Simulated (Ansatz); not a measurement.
# BP: a single-point run

Wanted: a converged single-point run for BP, and a check of what comes out. The structure is shown as the input types it. The cell is built on a prototype (CsCl type) and needn't be the phase found in nature.

Program: Ansatz 0.2.0. Level of theory: density functional or hybrid calculation with the settings of its input, plane waves (as first typed). These are calculated values, not measurements.

10 further runs of the same task are left out: 6 for a known fault of the program, 4 that didn't finish.

### 1 The system as given

Symmetry: Pm-3m, No. 221, cubic system. Conventional cell: a = 2.708 Å, b = 2.708 Å, c = 2.708 Å, α = 90.00°, β = 90.00°, γ = 90.00°. B (site symmetry m-3m) is surrounded by 8 P at 2.35 Å. Around P (site symmetry m-3m) lie 8 B at 2.35 Å.

Coordinates:

```
B P
1.0
     2.70805    0.00000    0.00000
     0.00000    2.70805    0.00000
     0.00000    0.00000    2.70805
B P
1 1
Direct
  0.00000 0.00000 0.00000
  0.50000 0.50000 0.50000
```

### 2 Running it

Input file input.yaml:

```yaml
crystal:
  lattice:
    - [2.7080526438, 0.0, 0.0]
    - [0.0, 2.7080526438, 0.0]
    - [0.0, 0.0, 2.7080526438]
  atoms:
    - { symbol: B, position: [0.0, 0.0, 0.0] }
    - { symbol: P, position: [0.5, 0.5, 0.5] }
kpoints:
  mp_grid: { grid: [6, 6, 6] }
hamiltonian:
  xc: r2scan
scf:
  occupations: { method: fermi_dirac, width: 0.02 }
  n_extra_bands: 4
  convergence: { dr2_threshold: 0.01 }
  max_iter: 100
output:
  forces: true
  stress: true
  eigenvalues: true
```

Started as:

```console
$ ansatz run input.yaml --threads 4 --pin off --max-ram 3686MiB --backend cpu --events-out ev --progress --plain --runs-dir out
```

**Question.** How will this run end, and is anything wrong with its input?

This run ends as converged, with warnings (force scf threshold loose, stress scf threshold loose). Its log warns: «scf.convergence.dr2_threshold = 1e-2 eV is looser than this run's default, which is 1e-7 eV or tighter. The error in the forces grows as the threshold's square root ...»

The threshold asked is loose, but the program put off the close and ended at dr2 = 4.8e-8, so little accuracy was lost here.

Run again and compare: delete scf.convergence.dr2_threshold (the default then holds).
